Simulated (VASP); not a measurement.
# Ca (I4/mmm) in VASP: single point with PBE

Aim: the single point of Ca with PBE.

Everything below comes from runs of VASP 6.6.1. Logs are shortened: lines on timing, memory, paths and dates and some standing lists are left out, and cuts for length are marked.

**1. The crystal as given**

It takes space group I4/mmm (No. 139, tetragonal). Conventional cell: a = 4.410 Å, b = 4.410 Å, c = 4.392 Å, α = 90.00°, β = 90.00°, γ = 90.00°. Ca (site symmetry 4/mmm) has 8 Ca at 3.81 Å as nearest neighbours.

This isn't the form of Ca at room conditions, which is fcc.

**2. Single point, PBE**

The input, INCAR:

```
PREC = Accurate ; ENCUT = 520
EDIFF = 1E-7 ; ISMEAR = -1
SIGMA = 0.03 ; LREAL = False
LASPH = True ; NELM = 100
ALGO = Normal ; ISIF = 2
LWAVE = False ; LCHARG = True
GGA = PE ; LELF = True
LVHAR = True ; NBANDS = 11
```

The input, KPOINTS:

```
regular mesh
0
Gamma
  11 11 11
```

The input, POSCAR:

```
Ca
1.0
   -2.2052049036      2.2052049036      2.1961148100
    2.2052049036     -2.2052049036      2.1961148100
    2.2052049036      2.2052049036     -2.1961148100
Ca
1
Direct
    0.5000000000      0.5000000000      0.0000000000
```

Potentials or basis: VASP PAW PBE potentials, release 64 (Ca_sv).

Launch:

```bash
$ cat potpaw_PBE.64/Ca_sv/POTCAR > POTCAR
$ mpirun -np 1 vasp_std > vasp.out
```

OUTCAR:

```text
PREC = Accurate
   ENCUT = 520
   EDIFF = 1E-7
   ISMEAR = -1
   LREAL = False
   LASPH = True
   NELM = 100
   ISIF = 2
   GGA = PE

 ion  position               nearest neighbor table
   1  0.500  0.500  0.000-

  LATTYP: Found a body centered tetragonal cell.
 ALAT       =     4.4104098072
 C/A-ratio  =     0.9958778916

  Lattice vectors:

 A1 = (  -2.2052049036,   2.2052049036,   2.1961148100)
 A2 = (   2.2052049036,  -2.2052049036,   2.1961148100)
 A3 = (   2.2052049036,   2.2052049036,  -2.1961148100)

Analysis of symmetry for initial positions (statically):
=====================================================================
 Subroutine PRICEL returns:
 Original cell was already a primitive cell.

 Routine SETGRP: Setting up the symmetry group for a
 body centered tetragonal supercell.

 Subroutine GETGRP returns: Found 16 space group operations
 (whereof 16 operations were pure point group operations)
 out of a pool of 16 trial point group operations.

The static configuration has the point symmetry D_4h.

Analysis of symmetry for dynamics (positions and initial velocities):
=====================================================================
 Subroutine PRICEL returns:
 Original cell was already a primitive cell.

 Routine SETGRP: Setting up the symmetry group for a
 body centered tetragonal supercell.

 Subroutine GETGRP returns: Found 16 space group operations
 (whereof 16 operations were pure point group operations)
 out of a pool of 16 trial point group operations.

The dynamic configuration has the point symmetry D_4h.

 Subroutine INISYM returns: Found 16 space group operations
 (whereof 16 operations are pure point group operations),
 and found     1 'primitive' translations

----------------------------------------------------------------------------------------

                                     Primitive cell

  volume of cell :      42.7182

  direct lattice vectors                    reciprocal lattice vectors
    -2.205204904  2.205204904  2.196114810     0.000000000  0.226736300  0.227674800
     2.205204904 -2.205204904  2.196114810     0.226736300  0.000000000  0.227674800
     2.205204904  2.205204904 -2.196114810     0.226736300  0.226736300  0.000000000

  length of vectors
     3.814285987  3.814285987  3.814285987     0.321317855  0.321317855  0.320653550

  position of ions in fractional coordinates (direct lattice)
     0.500000000  0.500000000  0.000000000

  ion indices of the primitive-cell ions
   primitive index   ion index
                 1           1

----------------------------------------------------------------------------------------

 KPOINTS: regular mesh

Automatic generation of k-mesh.
 Grid dimensions read from file:
 generate k-points for:   11   11   11

 Generating k-lattice:

  Cartesian coordinates                     Fractional coordinates (reciprocal lattice)
     0.000000000  0.020612391  0.020697709     0.090909091  0.000000000  0.000000000
     0.020612391  0.000000000  0.020697709     0.000000000  0.090909091  0.000000000
     0.020612391  0.020612391  0.000000000     0.000000000  0.000000000  0.090909091

  Length of vectors
     0.029210714  0.029210714  0.029150323

  Shift w.r.t. Gamma in fractional coordinates (k-lattice)
     0.000000000  0.000000000  0.000000000

 Subroutine IBZKPT returns following result:
 ===========================================

 Found    126 irreducible k-points:

 Following reciprocal coordinates:
            Coordinates               Weight
  0.000000  0.000000  0.000000      1.000000
  0.090909  0.000000 -0.000000      8.000000
  0.181818  0.000000  0.000000      8.000000
  0.272727  0.000000 -0.000000      8.000000
  0.363636  0.000000 -0.000000      8.000000
  0.454545  0.000000  0.000000      8.000000
[... 16 lines left out ...]
 -0.272727  0.181818  0.000000     16.000000
 -0.181818  0.181818  0.000000      4.000000
 [... further k-points ...]
   k-points           NKPTS =    126   k-points in BZ     NKDIM =    126   number of bands    NBANDS=     11
   number of dos      NEDOS =    301   number of ions     NIONS =      1
   total plane-waves  NPLWV =  21952
   dimension x,y,z NGX =    28 NGY =   28 NGZ =   28
   dimension x,y,z NGXF=    56 NGYF=   56 NGZF=   56
   ions per type =               1
   NGX,Y,Z   is equivalent  to a cutoff of  12.20, 12.20, 12.20 a.u.
   NGXF,Y,Z  is equivalent  to a cutoff of  24.41, 24.41, 24.41 a.u.
 SYSTEM =  unknown system
   PREC   = accura    normal or accurate (medium, high low for compatibility)
   ISTART =      0    job   : 0-new  1-cont  2-samecut
   ICHARG =      2    charge: 1-file 2-atom 10-const
   ISPIN  =      1    spin polarized calculation?
   LNONCOLLINEAR =      F non collinear calculations
   LSORBIT =      F    spin-orbit coupling
   LASPH  =      T    aspherical Exc in radial PAW
   ENCUT  =  520.0 eV  38.22 Ry    6.18 a.u.   7.09  7.09  7.09*2*pi/ulx,y,z
   NELM   =    100;   NELMIN=  2; NELMDL= -5     # of ELM steps
   EDIFF  = 0.1E-06   stopping-criterion for ELM
   LREAL  =      F    real-space projection
   EDIFFG = 0.1E-05   stopping-criterion for IOM
   NSW    =      0    number of steps for IOM
   IBRION =     -1    ionic relax: 0-MD 1-quasi-New 2-CG
   NFREE  =      0    steps in history (QN), initial steepest desc. (CG)
   ISIF   =      2    stress and relaxation
   ISYM   =      2    0-nonsym 1-usesym 2-fastsym
   POTIM  = 0.5000    time-step for ionic-motion
   TEBEG  =    0.0;   TEEND  =   0.0 temperature during run
   PSTRESS=    0.0 pullay stress
   NELECT =      10.0000    total number of electrons
   NUPDOWN=      -1.0000    fix difference up-down
   EMIN   =  10.00;   EMAX   =-10.00  energy-range for DOS
   EFERMI =   0.00;   METHOD = LEGACY
   ISMEAR =    -1;   SIGMA  =   0.03  broadening in eV -4-tet -1-fermi 0-gaus
   EFERMI_NEDOS =   21; number of points for ismear=-14 and -15
   IALGO  =     38    algorithm
   IMIX   =      4    mixing-type and parameters
     AMIX     =   0.40;   BMIX     =  1.00
     AMIX_MAG =   1.60;   BMIX_MAG =  1.00
  volume/ion in A,a.u.               =      42.72       288.28
  Fermi-wavevector in a.u.,A,eV,Ry     =   1.008952  1.906643 13.850516  1.017984
  Thomas-Fermi vector in A             =   2.141851
   LORBIT       =      0    0 simple, 1 ext, 2 COOP (PROOUT), +10 PAW based schemes
   GGA     = PE    functional components
   LHFCALC =     F    Hartree Fock is set to
   AEXX    =    0.0000 exact exchange contribution
   IVDW    =     0    specifies the selected vdW correction
   LEPSILON=     F    determine dielectric tensor
   LRPA    =     F    only Hartree local field effects (RPA)
 non-spin polarized calculation
  energy-cutoff  :      520.00
  volume of cell :       42.72
 maximum number of plane-waves:      1163
   NGX = 15   NGY = 15   NGZ = 15

 number of electron      10.0000001 magnetization

 Free energy of the ion-electron system (eV)
  ---------------------------------------------------
  ext. energy  EPLUGINS =         0.00000000
  ---------------------------------------------------
  free energy    TOTEN  =        -1.91461855 eV

  energy without entropy =       -1.90966658  energy(sigma->0) =       -1.91214256

 E-fermi :   1.9596     XC(G=0):  -7.6974

 val. band max:        1.9589715126   @ k =  -0.2727  -0.4545   0.1818
 cond. band min:       1.9842461857   @ k =  -0.4545   0.4545   0.4545
 fundamental gap:      0.0252746731
 Fermi energy:         1.9595616731

 k-point     1 :       0.0000    0.0000    0.0000
  band No.  band energies     occupation
      1     -40.1297      2.00000
      2     -21.0471      2.00000
      3     -21.0462      2.00000
      4     -21.0462      2.00000
      5      -2.0876      2.00000
      6       4.2247      0.00000
      7       4.2430      0.00000
      8       4.2430      0.00000
      9       5.2672      0.00000
     10       5.2907      0.00000
     11      12.0852      0.00000

 k-point     2 :       0.0909    0.0000   -0.0000
  band No.  band energies     occupation
      1     -40.1286      2.00000
      2     -21.0575      2.00000
      3     -21.0499      2.00000
      4     -21.0467      2.00000
      5      -1.9395      2.00000
      6       4.1422      0.00000
      7       4.1822      0.00000
      8       4.3453      0.00000
      9       5.1814      0.00000
     10       5.2773      0.00000
     11      11.9000      0.00000

 k-point     3 :       0.1818    0.0000    0.0000
  band No.  band energies     occupation
      1     -40.1256      2.00000
      2     -21.0864      2.00000
      3     -21.0596      2.00000
      4     -21.0466      2.00000
      5      -1.5073      2.00000
      6       3.8938      0.00000
      7       3.9145      0.00000
      8       4.6678      0.00000
      9       5.0761      0.00000
     10       5.2988      0.00000
     11      10.8605      0.00000

 k-point     4 :       0.2727    0.0000   -0.0000
  band No.  band energies     occupation
      1     -40.1217      2.00000
      2     -21.1239      2.00000
      3     -21.0723      2.00000
      4     -21.0466      2.00000
      5      -0.8294      2.00000
      6       3.3623      0.00000
      7       3.6459      0.00000
      8       5.1246      0.00000
      9       5.1662      0.00000
     10       5.3601      0.00000
     11       9.3396      0.00000
[... 239 lines left out ...]
 k-point    22 :      -0.3636    0.1818    0.0000
  band No.  band energies     occupation
      1     -40.1198      2.00000
      2     -21.1344      2.00000
      3     -21.0770      2.00000
      4     -21.0553      2.00000
      5      -0.4431      2.00000
      6       3.1976      0.00000
      7       3.4728      0.00000
      8       4.9930      0.00000
      9       5.4403      0.00000
     10       5.5039      0.00000
     11       9.0353      0.00000

 k-point    23 :      -0.2727    0.1818    0.0000
  band No.  band energies     occupation
      1     -40.1231      2.00000
      2     -21.1089      2.00000
      3     -21.0660      2.00000
      4     -21.0498      2.00000
      5      -1.0959      2.00000
      6       3.5898      0.00000
      7       3.7425      0.00000
      8       4.9796      0.00000
      9       4.9952      0.00000
     10       5.4000      0.00000
     11      10.0727      0.00000

 k-point    24 :      -0.1818    0.1818    0.0000
  band No.  band energies     occupation
      1     -40.1256      2.00000
      2     -21.0860      2.00000
      3     -21.0603      2.00000
      4     -21.0461      2.00000
      5      -1.5097      2.00000
      6       3.8804      0.00000
      7       3.9289      0.00000
      8       4.6759      0.00000
      9       5.0572      0.00000
     10       5.3103      0.00000
     11      10.8248      0.00000

 [... further k-points ...]
[... 5 lines left out ...]
  --------------------------------------------------------------------------------------
  -------------------------------------------------------------------------------------
  Total       -0.0514573     -0.0514573     -0.0559999      0.0000000     -0.0000000      0.0000000
  in kB       -1.9299444     -1.9299444     -2.1003182      0.0000000     -0.0000000      0.0000000
  external PRESSURE =      -1.9867357 kB  Pullay stress =       0.0000000 kB

 VOLUME and BASIS-vectors are now :
 -----------------------------------------------------------------------------
  energy-cutoff  :      520.00
  volume of cell :       42.72
      direct lattice vectors                 reciprocal lattice vectors
    -2.205204904  2.205204904  2.196114810     0.000000000  0.226736300  0.227674800
     2.205204904 -2.205204904  2.196114810     0.226736300  0.000000000  0.227674800
     2.205204904  2.205204904 -2.196114810     0.226736300  0.226736300  0.000000000

 POSITION                                       TOTAL-FORCE (eV/Angst)
 -----------------------------------------------------------------------------------
      0.00000      0.00000      2.19611         0.000000      0.000000     -0.000000
 -----------------------------------------------------------------------------------
    total drift:                                0.000000     -0.000000      0.000000

  FREE ENERGIE OF THE ION-ELECTRON SYSTEM (eV)
  ---------------------------------------------------
  free  energy   TOTEN  =        -1.9146185475 eV

  energy  without entropy=       -1.9096665792  energy(sigma->0) =       -1.91214256
```

It took 45 s on 1 thread of Intel Xeon Platinum 8375C at 2.90GHz (Ice Lake), shared host; peak memory 0.19 GiB.

What came out:

```
Free energy            : -1.9146 eV
Pressure               : -0.2 GPa
Band gap on the k mesh : none (metal or under the smearing width)
```

Levels at points of the mesh, in eV from the Fermi level:
```tsv
k point	band 2	band 3	band 4	band 5	band 6	band 7	band 8	band 9
(0.00, 0.00, 0.00)	-23.01	-23.01	-23.01	-4.05	2.27	2.28	2.28	3.31
```
